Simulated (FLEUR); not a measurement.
# Collinear magnetic orders of free-standing square Co monolayer, spacing 2.8 A with FLEUR, part 2 of 2

Wanted: the moments of free-standing square Co monolayer, spacing 2.8 A and the energy of each order that was tried.

FLEUR MaX-R8.1; LDA (VWN); all-electron FLAPW film, Dirac cores, scalar-relativistic bands.

So far, largest spin moment in the muffin-tin sphere (μB): step 2 (start 1: ferro +) 2.20; step 3 (start 2: antiferro q=(0,1/2,0) +-) 2.07.

## (4) Start 3: antiferro q=(1/2,1/2,0) +-

Another pattern of signs weighs the neighbour shells otherwise.

This order needs a doubled cell of 2 atoms. The mesh is halved along the doubled vector, so that both cells sample the same points. The k list default-1 (kpts.xml, not shown) is a Γ-centred 5×10×1 mesh.

File inp.xml:

```
<?xml version="1.0" encoding="UTF-8" standalone="no"?>
<fleurInput fleurInputVersion="0.39">
   <comment>
      Co
   </comment>
   <calculationSetup>
      <cutoffs Kmax="3.6" Gmax="10.8" GmaxXC="10.8" numbands="0"/>
      <scfLoop itmax="120" minDistance="0.00002" maxIterBroyd="15" imix="Anderson" alpha="0.03" precondParam="0.0" spinf="2.0" sdNocoIR="T"/>
      <coreElectrons ctail="T" frcor="F" kcrel="0" coretail_lmax="0"/>
      <xcFunctional name="vwn" relativisticCorrections="F"/>
      <magnetism jspins="2"/>
      <soc l_soc="F" theta="0.0" phi="0.0" spav="F"/>
      <expertModes spex="0" secvar="F"/>
      <geometryOptimization l_f="F" forcealpha="1.0" forcemix="BFGS" epsdisp="0.00001" epsforce="0.00001"/>
      <ldaU l_linMix="F" mixParam="0.05" spinf="1.0"/>
   </calculationSetup>
   <cell>
      <bzIntegration valenceElectrons="34.0" mode="hist" fermiSmearingEnergy="0.00183747">
         <kPointListSelection listName="default-1"/>
         <xi:include xmlns:xi="http://www.w3.org/2001/XInclude" href="kpts.xml"> </xi:include>
      </bzIntegration>
      <xi:include xmlns:xi="http://www.w3.org/2001/XInclude" href="sym.xml"> </xi:include>
      <filmLattice scale="1.0" dVac="5.82" dTilda="8.32">
         <bravaisMatrixFilm>
            <row-1>   10.5824662977599981     0.0000000000000000</row-1>
            <row-2>    5.2912331488799991     5.2912331488799991</row-2>
         </bravaisMatrixFilm>
         <vacuumEnergyParameters vacuum="1" spinUp="-.25" spinDown="-.25"/>
      </filmLattice>
   </cell>
   <atomSpecies>
      <species name="Cobalt (Co2.000" element="Co" atomicNumber="27">
         <mtSphere radius="2.51" gridPoints="829" logIncrement="0.015"/>
         <atomicCutoffs lmax="10" lnonsphr="8"/>
         <electronConfig flipSpins="F">
            <coreConfig>(1s1/2) (2s1/2) (2p1/2) (2p3/2)</coreConfig>
            <valenceConfig>(3s1/2) (3p1/2) (3p3/2) (4s1/2) (3d3/2) (3d5/2)</valenceConfig>
            <stateOccupation state="(3d3/2)" spinUp="1.5" spinDown="1.3"/>
            <stateOccupation state="(3d5/2)" spinUp="3.0" spinDown="1.2"/>
         </electronConfig>
         <energyParameters s="4" p="4" d="3" f="4"/>
         <lo type="SCLO" l="0" n="3" eDeriv="0"/>
         <lo type="SCLO" l="1" n="3" eDeriv="0"/>
      </species>
      <species name="Cobalt (Co-2.000" element="Co" atomicNumber="27">
         <mtSphere radius="2.51" gridPoints="829" logIncrement="0.015"/>
         <atomicCutoffs lmax="10" lnonsphr="8"/>
         <electronConfig flipSpins="F">
            <coreConfig>(1s1/2) (2s1/2) (2p1/2) (2p3/2)</coreConfig>
            <valenceConfig>(3s1/2) (3p1/2) (3p3/2) (4s1/2) (3d3/2) (3d5/2)</valenceConfig>
            <stateOccupation state="(3d3/2)" spinUp="1.3" spinDown="1.5"/>
            <stateOccupation state="(3d5/2)" spinUp="1.2" spinDown="3.0"/>
         </electronConfig>
         <energyParameters s="4" p="4" d="3" f="4"/>
         <lo type="SCLO" l="0" n="3" eDeriv="0"/>
         <lo type="SCLO" l="1" n="3" eDeriv="0"/>
      </species>
   </atomSpecies>
   <atomGroups>
      <atomGroup species="Cobalt (Co2.000">
         <filmPos label="                   1">.0000000000 .0000000000 .0000000000</filmPos>
         <force calculate="T" relaxXYZ="TTT"/>
      </atomGroup>
      <atomGroup species="Cobalt (Co-2.000">
         <filmPos label="                   2">1.000/2.000 .0000000000 .0000000000</filmPos>
         <force calculate="T" relaxXYZ="TTT"/>
      </atomGroup>
   </atomGroups>
   <output dos="F" band="F" slice="F">
      <bandDOS minEnergy="-.5*Htr" maxEnergy="0.5*Htr" sigma="0.015" storeEVData="T"/>
      <plotting iplot="0" polar="F">
         <plot TwoD="T" vec1="  1.0  0.0  0.0" vec2="  0.0  1.0  0.0" vec3="  0.0  0.0  1.0" zero="  0.0  0.0 -0.5" file="plot"/>
      </plotting>
      <moessbauerParams electricFieldGradient="F" isomerShift="F" coreHyperfine="F" valenceHyperfine="F"/>
   </output>
</fleurInput>
```

File crystal.txt:

```
Co
&input film=T cartesian=F /
5.60000000000  0.00000000000  0.00000000000
2.80000000000  2.80000000000  0.00000000000
0.00000000000  0.00000000000  1.00000000000
1.8897261246
1.0 1.0 1.0

2
27 0.00000000000  0.00000000000  0.00000000000 : 2.000
27 0.50000000000  0.00000000000  0.00000000000 : -2.000

&kpt div1=5 div2=10 div3=1 gamma=T /
```

Started as:

```
$ OMP_NUM_THREADS=1 inpgen -f crystal.txt > inpgen.log  # inp.xml is then edited as shown
$ OMP_NUM_THREADS=1 mpirun -n 2 fleur_MPI > fleur.log
```

What it wrote:

```text
[banner, memory and clock lines left out]
Welcome to FLEUR        (www.flapw.de)
      MaX-Release 8.1          (www.max-centre.eu)

 ========== k-point set info ==========
 Selected k-point list: default-1
 k-point list type: mesh
 5 x 10 x 1
 Number of k points: 18

 [... set-up left out ...]
 Iteration:     1   Distance:      24.99306676 me/bohr^3
 Iteration:     2   Distance:      20.59776592 me/bohr^3
 Iteration:     3   Distance:       6.67817027 me/bohr^3
 Iteration:     4   Distance:       6.35237706 me/bohr^3
 Iteration:     5   Distance:       5.35247074 me/bohr^3
[...]
<sumOfEigenvalues value="    -1628.0927094751">
               <coreElectrons value="-1582.0835963369"/>
               <valenceElectrons value="-46.0091131381"/>
            </sumOfEigenvalues>
         [... left out ...]
            <freeEnergy value="-2782.0369458678"/>
            <extrapolationTo0K value="-2782.0347630122"/>
         </totalEnergy>
         <densityConvergence units="me/bohr^3">
            <chargeDensity spin="1" distance="0.0000057883"/>
            <chargeDensity spin="2" distance="0.0000055064"/>
            <overallChargeDensity distance="0.0000083990"/>
            <spinDensity distance="0.0000075569"/>
         </densityConvergence>
      </iteration>
```

Wall time 81 s (2 MPI ranks of Arm Neoverse V1, shared host); peak memory 0.21 GiB; 2.7 min of CPU time.

Spin moment in the muffin-tin sphere by atom:

| atom | spin moment in the muffin-tin sphere (μB) |
| --- | --- |
| Co1 | 2.02 |
| Co2 | -2.02 |

Read from the output:

```
free energy                                                       : -75703.0819 eV
program's band gap on this mesh (in a metal only a level spacing) : 0.004386 eV
magnetization                                                     : 0 μB
final state                                                       : antiferromagnetic
```

It lies 333 meV a seeded atom over the first start, and its largest moment is 2.02 μB against 2.20 μB.

## (5) Start 4: no spin polarisation

A spinless run gives the zero against which the gain from the moments is read.

The k list default-1 (kpts.xml, not shown) is a Γ-centred 10×10×1 mesh.

File inp.xml:

```
<?xml version="1.0" encoding="UTF-8" standalone="no"?>
<fleurInput fleurInputVersion="0.39">
   <comment>
      Co
   </comment>
   <calculationSetup>
      <cutoffs Kmax="3.6" Gmax="10.8" GmaxXC="10.8" numbands="0"/>
      <scfLoop itmax="120" minDistance="0.00002" maxIterBroyd="15" imix="Anderson" alpha="0.03" precondParam="0.0" spinf="2.0" sdNocoIR="T"/>
      <coreElectrons ctail="T" frcor="F" kcrel="0" coretail_lmax="0"/>
      <xcFunctional name="vwn" relativisticCorrections="F"/>
      <magnetism jspins="1"/>
      <soc l_soc="F" theta="0.0" phi="0.0" spav="F"/>
      <expertModes spex="0" secvar="F"/>
      <geometryOptimization l_f="F" forcealpha="1.0" forcemix="BFGS" epsdisp="0.00001" epsforce="0.00001"/>
      <ldaU l_linMix="F" mixParam="0.05" spinf="1.0"/>
   </calculationSetup>
   <cell>
      <bzIntegration valenceElectrons="17.0" mode="hist" fermiSmearingEnergy="0.00183747">
         <kPointListSelection listName="default-1"/>
         <xi:include xmlns:xi="http://www.w3.org/2001/XInclude" href="kpts.xml"> </xi:include>
      </bzIntegration>
      <xi:include xmlns:xi="http://www.w3.org/2001/XInclude" href="sym.xml"> </xi:include>
      <filmLattice scale="1.0" dVac="5.82" dTilda="8.32">
         <bravaisMatrixFilm>
            <row-1>    5.2912331488799991     0.0000000000000000</row-1>
            <row-2>    0.0000000000000000     5.2912331488799991</row-2>
         </bravaisMatrixFilm>
         <vacuumEnergyParameters vacuum="1" spinUp="-.25" spinDown="-.25"/>
      </filmLattice>
   </cell>
   <atomSpecies>
      <species name="Cobalt (Co)" element="Co" atomicNumber="27">
         <mtSphere radius="2.51" gridPoints="829" logIncrement="0.015"/>
         <atomicCutoffs lmax="10" lnonsphr="8"/>
         <electronConfig flipSpins="F">
            <coreConfig>(1s1/2) (2s1/2) (2p1/2) (2p3/2)</coreConfig>
            <valenceConfig>(3s1/2) (3p1/2) (3p3/2) (4s1/2) (3d3/2) (3d5/2)</valenceConfig>
            <stateOccupation state="(3d3/2)" spinUp="1.400000" spinDown="1.400000"/>
            <stateOccupation state="(3d5/2)" spinUp="2.100000" spinDown="2.100000"/>
         </electronConfig>
         <energyParameters s="4" p="4" d="3" f="4"/>
         <lo type="SCLO" l="0" n="3" eDeriv="0"/>
         <lo type="SCLO" l="1" n="3" eDeriv="0"/>
      </species>
   </atomSpecies>
   <atomGroups>
      <atomGroup species="Cobalt (Co)">
         <filmPos label="                   1">.0000000000 .0000000000 .0000000000</filmPos>
         <force calculate="T" relaxXYZ="TTT"/>
      </atomGroup>
   </atomGroups>
   <output dos="F" band="F" slice="F">
      <bandDOS minEnergy="-.5*Htr" maxEnergy="0.5*Htr" sigma="0.015" storeEVData="T"/>
      <plotting iplot="0" polar="F">
         <plot TwoD="T" vec1="  1.0  0.0  0.0" vec2="  0.0  1.0  0.0" vec3="  0.0  0.0  1.0" zero="  0.0  0.0 -0.5" file="plot"/>
      </plotting>
      <moessbauerParams electricFieldGradient="F" isomerShift="F" coreHyperfine="F" valenceHyperfine="F"/>
   </output>
</fleurInput>
```

File crystal.txt:

```
Co
&input film=T cartesian=F /
2.80000000000  0.00000000000  0.00000000000
0.00000000000  2.80000000000  0.00000000000
0.00000000000  0.00000000000  1.00000000000
1.8897261246
1.0 1.0 1.0

1
27 0.00000000000  0.00000000000  0.00000000000

&kpt div1=10 div2=10 div3=1 gamma=T /
```

What it wrote:

```text
[banner, memory and clock lines left out]
Welcome to FLEUR        (www.flapw.de)
      MaX-Release 8.1          (www.max-centre.eu)

 ========== k-point set info ==========
 Selected k-point list: default-1
 k-point list type: mesh
 0 x 0 x 0
 Number of k points: 22

 [... set-up left out ...]
 Iteration:     1   Distance:      27.95392433 me/bohr^3
 Iteration:     2   Distance:      21.83290894 me/bohr^3
 Iteration:     3   Distance:       8.73919320 me/bohr^3
 Iteration:     4   Distance:       6.19060202 me/bohr^3
 Iteration:     5   Distance:       5.37981584 me/bohr^3
[...]
<FermiEnergy value="-0.1981408133" units="Htr"/>
         [... left out ...]
         <totalEnergy value="    -1391.0025532104" units="Htr">
            <sumOfEigenvalues value="     -814.0804057832">
               <coreElectrons value="-791.0760654399"/>
               <valenceElectrons value="-23.0043403432"/>
            </sumOfEigenvalues>
         [... left out ...]
            <freeEnergy value="-1391.0055290197"/>
            <extrapolationTo0K value="-1391.0040411150"/>
         </totalEnergy>
         <densityConvergence units="me/bohr^3">
            <chargeDensity spin="1" distance="0.0000054092"/>
         </densityConvergence>
      </iteration>
```

It took 7.9 s on 2 MPI ranks; peak memory 0.1 GiB; 16 s of CPU time.

This step gave:

- free energy: -37851.1887 eV
- program's band gap on this mesh (in a metal only a level spacing): 0.007232 eV
- final state: non-magnetic (no spin polarisation)

It lies 685 meV a seeded atom over the first start.

## (6) The states side by side

Free energies are divided by the number of seeded atoms, so that cells of unlike size compare. Wavevectors q in the names are fractions of the primitive cell's reciprocal vectors.

Orders:

| start | final state | typed order kept | energy over the lowest (meV a seeded atom) | largest sphere moment (μB) | net moment (μB a primitive cell) | mesh matched | CPU time (s) |
| --- | --- | --- | --- | --- | --- | --- | --- |
| ferro + | ferromagnetic | yes | 0 | 2.197 | 2.2 | yes | 32.2 |
| antiferro q=(0,1/2,0) +- | antiferromagnetic | yes | 189.2 | 2.071 | 0 | yes | 150.6 |
| antiferro q=(1/2,1/2,0) +- | antiferromagnetic | yes | 332.8 | 2.022 | 0 | yes | 162.4 |
| no spin polarisation | non-magnetic | - | 685 | 0 | 0 | yes | 15.68 |

## (7) Summary of results

| Property | Result |
| --- | --- |
| lowest state found | ferromagnetic (typed ferro +) |
| largest site spin moment | 2.20 μB |
| next finished state | antiferromagnetic, 189 meV a seeded atom higher |
| energy gained by spin polarisation | 685 meV a seeded atom |

What this shows: The lowest state found is ferromagnetic, reached from the start ferro +, with moments up to 2.20 μB. The next finished state costs 189 meV a seeded atom. Only 4 starts were tried; other patterns of signs, canted and longer-period orders were not.

[Logs and program files are shortened in this print: banners, set-up blocks, solver, clock and traceback lines can be left out without a mark of their own.]

[Logs are printed without paths, hosts, clocks, repeated set-up lines and the standing remarks that a program may print on its own settings, such as how far it seeks lower states.]

[Hosts, paths, dates, database ids (printed as entryN), source tags and the programs' standing remarks are cut or masked in the printed files.]

[Where a cell is said to come from a database of computed structures, the database is the Materials Project.]
